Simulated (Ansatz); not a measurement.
Consider ZrSe2 (1T sheet).

The cell holds 3 atoms: 1 Zr and 2 Se. Its edges and angles: a = 3.807 Å, b = 3.807 Å, c = 29.947 Å, α = 90.0°, β = 90.0°, γ = 120.0°. Vacuum lies along c.

```xyz
3
Lattice="0.0000 2.6919 2.6919 2.6919 -2.6919 0.0000 17.2899 17.2899 -17.2899" Properties=species:S:1:pos:R:3
Zr    5.5060    5.5060   -5.5060
Se    8.2112    5.5193   -5.5193
Se    5.4928    5.4928   -2.8009
```

The structure was relaxed with PBE. The structure was generated from a model, not taken from a measurement. The runs that relaxed it are not among those shown. The program's search for lower electronic states was switched off, so nothing shows that the state found is the lowest. PAW set soft_2, made with PBE.

A constrained-RPA run (Ansatz 0.2.0; non-magnetic PBE; Zr t2g, bands c1 to c3, 6×6×1 mesh, medium accuracy) builds 3 functions on bands 2.4 eV wide, with 0.0 electrons in the window. The bare on-site interaction is 9.2 eV and the bare J 0.32 eV.

What U and J survive the screening?

On the Zr t2g shell, U = 2.01 eV (22 % of the bare value), U′ = 1.53 eV, J = 0.23 eV.

The parent state is non-magnetic and the interaction static (zero frequency); U depends on the window and the orbitals, so it belongs to this model alone.

[Paths, hosts, dates, memory and timing lines, banners, echoed tables and standing remarks are left out of the program output.]

[Logs are printed without paths, hosts, clocks, repeated set-up lines and the standing remarks that a program may print on its own settings, such as how far it seeks lower states.]

[Runs of the session that timed out or met a known fault of the program may be left out.]

[Hosts, paths, dates, database ids (printed as entryN), source tags and the programs' standing remarks are cut or masked in the printed files.]
